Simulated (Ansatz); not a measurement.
# SiNi3 (R-3m) in Ansatz: elastic constants with PBEsol

Aim: the elastic constants of SiNi3 with PBEsol.

Program: Ansatz 0.2.0. These are calculated values, not measurements. Logs are shortened: lines on timing, memory, paths and dates and some standing lists are left out, and cuts for length are marked.

### Step 1. Starting point

It takes space group R-3m (No. 166, trigonal). The conventional cell has a = 2.586 Å, b = 2.586 Å, c = 22.986 Å, α = 90.00°, β = 90.00°, γ = 120.00°. Ni (site symmetry 3m) is surrounded by 3 Si at 2.34 Å and 9 Ni at 2.52 to 2.59 Å. Ni (site symmetry -3m) has 12 Ni at 2.52 to 2.59 Å as nearest neighbours. Around Si (site symmetry -3m) lie 6 Ni at 2.34 Å and 6 Si at 2.59 Å.

The cell comes from a database or a generator and needn't be the stable form of this composition.

### Step 2. Elastic constants, PBEsol, collinear spin, ferromagnetic start

Contents of input.yaml:

```yaml
crystal:
  lattice:
    - [1.2928041287, 0.7464008117, 7.661989331]
    - [-1.2928041287, 0.7464008117, 7.661989331]
    - [0.0, -1.4928016234, 7.661989331]
  atoms:
    - { symbol: Ni, position: [0.254733, 0.254733, 0.254733], spin: 1.0 }
    - { symbol: Ni, position: [0.5, 0.5, 0.5], spin: 1.0 }
    - { symbol: Ni, position: [0.745267, 0.745267, 0.745267], spin: 1.0 }
    - { symbol: Si, position: [0.0, 0.0, 0.0] }
hamiltonian:
  xc: pbesol
  pseudopotentials: { kind: paw }
magnetization:
  spin_polarized: true
kpoints:
  mp_grid: { grid: [10, 10, 10] }
scf:
  occupations: { method: fermi_dirac, width: 0.05 }
output:
  forces: true
  stress: true
elastic:
  mode: relaxed_ion
  stencil: two_point
```

Potentials or basis: Ansatz PAW.

On the command line:

```
$ ansatz run input.yaml --threads 2 --pin off --max-ram 5632MiB --backend cpu --events-out ev --progress --plain --runs-dir out
```

Log:

```text
Warning: RAYON_NUM_THREADS=2 ignored (pool sized by the plan → 2); use --threads N
Engine: ansatz 0.2.0, aarch64-unknown-linux-gnu
Pseudopotentials: kind: paw
Pseudopotential: Ni, paw, valence charge 18, recommended cutoff 420 eV (normal), Ni.paw.azcp
Pseudopotential: Si, paw, valence charge 4, recommended cutoff 420 eV (normal), Si.paw.azcp
Functional definition: PBEsol
  exchange = pbesol_x
  correlation = pbesol_c
Crystal: 4 atoms, lattice volume = 44.361 Å³
Basis set: ecut = 420 eV, 889 PW (Γ), exchange–correlation on 108×108×108 points (8 copies of the dense FFT grid, shifted against one another)
Bands: 37, of which v1, the nominal top of the filled ones, is band 29 counted from 1 (28 counted from 0)
Symmetry: 12 space group operations
Space group: R-3m (ITA 166), of the structure as read, at distance tolerance 3.5e-5 Å
Magnetic group: BNS 166.97 (UNI 1327), of the structure as read, at distance tolerance 3.5e-5 Å
k-points: 116 of 1000
Non-local potential: Ni, projectors of the file, l = 0: 3, l = 1: 2, l = 2: 3, l = 3: 1
Non-local potential: Si, projectors of the file, l = 0: 2, l = 1: 2, l = 2: 2
PAW form: soft (Blöchl's): semilocal exchange-correlation on the pseudo side does not see the compensation charge
PAW frozen core: Ni, regenerated for the run's functional, and the local potential with it (the file was generated under x = pbe(κ = 0.804, μ = 0.2195149727645171), c = pbe(β = 0.06672455060314922))
PAW frozen core: Si, regenerated for the run's functional, and the local potential with it (the file was generated under x = pbe(κ = 0.804, μ = 0.2195149727645171), c = pbe(β = 0.06672455060314922))
PAW one-centre angular grid: Ni, 590 points (default); XC on 64 Gauss nodes
PAW one-centre angular grid: Si, 110 points (default); XC on 64 Gauss nodes
Initial density: superposition of atomic densities (chi_scale 0.1, normalization cell)
Starting moments: Σ|m| = 3 μB on 3 of 4 sites
Initial wavefunctions: pseudopotential atomic-orbital guess
Functional: x = pbesol(κ = 0.804, μ = 0.12345679012345678), c = pbesol(β = 0.046)
SCF 1 converged in 14 iterations: F = -18037.220191 eV  dr2 = 2.79e-8
a single point of the input's cell can leave the moments in the input for a lower state (scf.lower_state_search): this run first made a single point of its cell. This run's own SCFs start from the density of the state that the single point found, with the moments in the input. The single point stayed on the moments in the input.
Initial density: read from a saved state, or passed on in memory by an earlier SCF of this step, an earlier step, the calling program or the single point that the run made first
Stability of the state it starts from, as read at its close in the collinear treatment: not read negative (Ritz values of 1 − χ₀K, real part plus size of imaginary part, from 0.54 to 0.61, by its mixing steps under the symmetry group of the SCF that read it); its run was given moments
Starting moments: Σ|m| = 3 μB on 3 of 4 sites; this step starts from the density that it was given
iter 1 solved again at ethr=5.04e-7 eV; its pass at ethr=3.10e-3 eV (dr2=2.93e-4 eV) is discarded
SCF iter   1: F=—  HF=-18037.220130 eV  |F-HF|=—  |Δ(HF+E_count)|=         —  Δρ=1.45e-6 (↑1.45e-6 ↓7.14e-7)  dr2=8.96e-10  dr2_m=2.10e-10  M=0.626 μB ∫|m|=0.719 μB  β_m=0.65  ethr=5.04e-7  ⟨swp⟩=3.0  Hψ=54375  notcnv=0
eigensolver tolerance schedule: the retry pair's looser diagonalisation over-reported the residual by 326441.74 of it (diagonalisation noise at an unbounded share of the residual, at the tolerance the schedule requests for it); recorded, not acted on — ethr = c·dr2/N_el stays at c = 1.0e-1
preconditioner: auto → none  [metal: Δε(μ)=0.001 eV  Ē_g=8.695 eV  σ=0.050 eV  W_gap=0.01  n_scr=4 (ndim 8)  ℏωp=32.5 eV  f_vac=0.000  D(μ)=4.14/eV (n_scr^D=52)]
SCF iter   2: F=—  HF=-18037.220191 eV  |F-HF|=—  |Δ(HF+E_count)|=   6.16e-5  Δρ=2.81e-6 (↑1.86e-6 ↓2.81e-6)  dr2=8.07e-9  dr2_m=3.18e-10  M=0.626 μB ∫|m|=0.719 μB  β_m=0.30  ethr=1.55e-12  ⟨swp⟩=4.1  Hψ=25459  notcnv=0
SCF iter   3: F=—  HF=-18037.220191 eV  |F-HF|=—  |Δ(HF+E_count)|=   1.71e-9  Δρ=1.07e-6 (↑3.07e-7 ↓1.07e-6)  dr2=1.99e-10  dr2_m=1.66e-10  M=0.626 μB ∫|m|=0.719 μB  β_m=0.65  ethr=1.55e-12  ⟨swp⟩=2.0  Hψ=15335  notcnv=0
SCF iter   4: F=—  HF=-18037.220191 eV  |F-HF|=—  |Δ(HF+E_count)|=  1.67e-10  Δρ=9.49e-7 (↑9.49e-7 ↓3.27e-7)  dr2=8.40e-10  dr2_m=1.07e-10  M=0.626 μB ∫|m|=0.719 μB  β_m=0.55  ethr=3.43e-13 (applied; sched 1.00e-12)  ⟨swp⟩=2.0  Hψ=14990  notcnv=0
SCF iter   5: F=—  HF=-18037.220191 eV  |F-HF|=—  |Δ(HF+E_count)|=  2.55e-11  Δρ=7.61e-7 (↑6.83e-7 ↓7.61e-7)  dr2=1.06e-9  dr2_m=6.47e-12  M=0.626 μB ∫|m|=0.719 μB  β_m=0.54  ethr=1.00e-12  ⟨swp⟩=2.0  Hψ=11864  notcnv=0
SCF iter   6: F=—  HF=-18037.220191 eV  |F-HF|=—  |Δ(HF+E_count)|=  1.49e-10  Δρ=4.57e-7 (↑3.28e-7 ↓4.57e-7)  dr2=2.48e-10  dr2_m=5.28e-12  M=0.626 μB ∫|m|=0.719 μB  β_m=0.39  ethr=1.00e-12  ⟨swp⟩=2.0  Hψ=11765  notcnv=0
SCF iter   7: F=—  HF=-18037.220191 eV  |F-HF|=—  |Δ(HF+E_count)|=  2.18e-11  Δρ=1.82e-7 (↑1.82e-7 ↓1.36e-7)  dr2=2.40e-11  dr2_m=1.08e-12  M=0.626 μB ∫|m|=0.719 μB  β_m=0.63  ethr=4.27e-13 (applied; sched 1.00e-12)  ⟨swp⟩=2.0  Hψ=10861  notcnv=0
[... 530 lines left out ...]
  E_kinetic    = 896.004427
  E_local      = -12580.675524  (includes V_loc(G=0)·N_el)
  E_nonlocal   = 1936.695119
  E_hartree    = 5411.209025
  E_xc         = -310.870349
  E_vxc        = -378.439465  (∫ρ·V_xc dr)
  E_paw        = -5286.269582  (= ΣΔE_a)
  E_vpaw       = -1577.818486  (= ΣTr[D̂ρ^β])
  E_aug_tail   = 0.001424  (compensation charges beyond the density's cutoff)
  E_ewald      = -8103.904419
  E_core_change = 0.623427  (= ΣΔE_core)
  E_smearing   = -0.034005  (= −TS)
  E_closure    = 0.000000  (closes the sum)
  Σ components = -18037.220456   (vs F -18037.220456, Δ=0.00e0)
--- Forces (eV/Å), atoms counted from 1 ---
  atom   1  Ni     0.00000000    -0.00000000     0.00000032
  atom   2  Ni     0.00000000    -0.00000000    -0.00000000
  atom   3  Ni    -0.00000000     0.00000000    -0.00000032
  atom   4  Si     0.00000000     0.00000000     0.00000000
  max |Σ_I F_I| component: 4.63e-18 eV/Å
--- Stress (GPa, compression-positive) ---
       -5.714956       0.000000       0.000000
        0.000000      -5.714956       0.000000
        0.000000       0.000000      -6.612525
  P = ⅓ Tr σ = -6.0141 GPa (-60.141 kbar)
--- Band table (eV; the first three rows and the last of 232) ---
  k-point 0 ↑: bands = ["-86.2473", "-86.2461", "-86.1582", "-47.0267", "-47.0177", "-46.6828", "-46.6828", "-46.6210", "-46.6210", "-46.6190", "-46.6190", "-46.5795", "2.9488", "8.6008", "9.3133", "12.3190", "13.8676", "14.6659", "14.6896", "14.6896", "14.7033", "14.7033", "14.8148", "14.8148", "15.4655", "15.4655", "15.4789", "15.5251", "15.5251", "16.1323", "16.1323", "20.7216", "28.7520", "28.7520", "28.7736", "29.6924", "29.6924"]
  k-point 1 ↑: bands = ["-86.2459", "-86.2448", "-86.1570", "-47.0245", "-47.0167", "-46.6928", "-46.6857", "-46.6342", "-46.6300", "-46.6237", "-46.6215", "-46.5766", "3.2310", "8.8744", "9.6286", "12.5101", "13.8618", "14.4612", "14.5249", "14.6164", "14.7534", "14.8146", "14.8266", "14.8930", "14.9377", "15.3647", "15.3800", "15.5769", "15.6861", "16.1420", "17.0327", "20.8567", "25.7221", "27.0823", "28.6371", "30.3604", "31.3212"]
  k-point 2 ↑: bands = ["-86.2423", "-86.2415", "-86.1540", "-47.0189", "-47.0140", "-46.7190", "-46.6932", "-46.6652", "-46.6589", "-46.6307", "-46.6279", "-46.5722", "4.0679", "9.6715", "10.4941", "12.9743", "13.7177", "13.9504", "14.1113", "14.3735", "14.6576", "14.8252", "14.9688", "15.1464", "15.1651", "15.1913", "15.3610", "15.6681", "15.9185", "16.1599", "18.2939", "21.2525", "22.1964", "25.4797", "27.7169", "28.7425", "30.5930"]
  k-point 115 ↓: bands = ["-86.1269", "-86.1267", "-85.5923", "-46.8807", "-46.8742", "-46.5185", "-46.5185", "-46.5182", "-46.5182", "-46.1235", "-46.0808", "-46.0808", "2.9654", "7.8903", "11.0564", "11.5555", "13.8646", "14.7885", "14.7885", "14.8596", "14.9161", "14.9161", "15.0470", "15.0911", "15.0911", "15.4965", "15.4965", "15.8397", "15.8397", "16.4844", "16.4844", "23.0884", "25.2464", "28.7611", "28.7611", "29.6908", "29.6908"]
--- Elastic constants: 3 strain directions × 2 members + reference (group order 12) ---
  dense FFT box of the reference and of every strained cell: 54×54×54
  strains applied: 11, 33, 23; error gains: componentwise 1.00 (the most a stress slope's error grows in a printed constant), spectral 1.41 (1 for all six strains in a standard setting)
  reference relaxed by the batch: 4 steps; max|allowed force component| 5.56e-2 eV/Å at the deck's positions, 5.41e-7 at the last accepted step, 3.21e-7 by the solve of record
  largest displacement 4.7e-3 Å; the constants are those of the deck's cell at these positions:
  atoms:
    - { symbol: Ni, position: [0.2549395327541415, 0.2549395327541415, 0.2549395327541415] }
    - { symbol: Ni, position: [0.5, 0.5, 0.5] }
    - { symbol: Ni, position: [0.7450604672458587, 0.7450604672458587, 0.7450604672458587] }
    - { symbol: Si, position: [-4.679950147588115e-21, -4.679950147588103e-21, -4.679950147588141e-21] }
  C = ∂σ_k/∂η_j (tension-positive GPa; Voigt order 11 22 33 23 13 12):
       264.742    133.539    104.349     19.648      0.000      0.000
       133.539    264.742    104.349    -19.648      0.000      0.000
       103.431    103.431    382.859      0.000      0.000      0.000
        19.651    -19.651     -0.000     73.043      0.000      0.000
        -0.000     -0.000      0.000     -0.000     73.043     19.651
         0.000      0.000      0.000      0.000     19.648     65.601
  reference stress σ⁰ (GPa):      5.715      5.715      6.613     -0.000     -0.000     -0.000
  C* (energy form; C + prestress term) asymmetry max|C*_kj − C*_jk| = 2.082e-2 GPa — a small one proves nothing (zero by symmetry where the batch's group is 432, −43m or m−3m); a large one is finite-difference/SCF noise where every solve meets its electron count
  moduli (Voigt/Reuss/Hill, GPa): K = 177.22/174.90/176.06   G = 80.41/70.36/75.38   E = 197.90   ν = 0.313
  mechanically stable: yes (min eigenvalue of sym C = 49.32 GPa)
  strain η (Voigt 11):  stress-route row diagonal C_11 = 264.74 GPa, energy-path curvature d²(F+E_count+ΔE)/dδ²/Ω₀ = 264.16 GPa
         δ    σ_11 (GPa)             F (eV)   n_scf  n_hpsi   n_pw
    -2.000e-3       5.1796      -18037.2234722       3  229079    894   relax 4 steps, max|allowed force component| 1.30e-5 eV/Å
     2.000e-3       6.2386      -18037.2171441       3  234329    896   relax 3 steps, max|allowed force component| 8.04e-7 eV/Å
  strain η (Voigt 33):  stress-route row diagonal C_33 = 382.86 GPa, energy-path curvature d²(F+E_count+ΔE)/dδ²/Ω₀ = 382.19 GPa
         δ    σ_33 (GPa)             F (eV)   n_scf  n_hpsi   n_pw
    -2.000e-3       5.8412      -18037.2239051       3   96747    896   relax 3 steps, max|allowed force component| 7.70e-8 eV/Å
     2.000e-3       7.3726      -18037.2165807       2   70469    899   relax 3 steps, max|allowed force component| 2.58e-7 eV/Å
  strain η (Voigt 23):  stress-route row diagonal C_44 = 73.04 GPa, energy-path curvature d²(F+E_count+ΔE)/dδ²/Ω₀ = 69.17 GPa
         δ    σ_23 (GPa)             F (eV)   n_scf  n_hpsi   n_pw
    -2.000e-3      -0.1453      -18037.2204164       2  170706    896   relax 3 steps, max|allowed force component| 1.67e-6 eV/Å
     2.000e-3       0.1469      -18037.2204167       3  237027    896   relax 3 steps, max|allowed force component| 1.70e-7 eV/Å
```

Wall time 16 min (2 threads of Arm Neoverse V1, shared host); peak memory 1.2 GiB.

What came out:

| Item | Value |
| --- | --- |
| Free energy | -18037.2205 eV |
| Pressure | -6.0 GPa |
| Band gap on the k mesh | none (metal or under the smearing width) |
| Net moment | 0.62 μB per cell |
| Absolute moment | 0.71 μB per cell |
| Site moments | Ni +0.09, +0.47; Si -0.00 μB |
| Voigt bulk modulus | 177 GPa |

Elastic tensor in Voigt notation (GPa, in the Cartesian axes of the cell as first typed):
```
265 134 104  20   0   0
134 265 104 -20   0   0
103 103 383   0   0   0
 20 -20   0  73   0   0
  0   0   0   0  73  20
  0   0   0   0  20  66
```

Caveat: the cell is more than 3 GPa from zero pressure, which shifts response properties; elastic constants of metals need much finer meshes, so these are rough; the PAW data sets come from PBE, with cores solved anew for the run's functional, which leaves a small shift of forces and pressure.
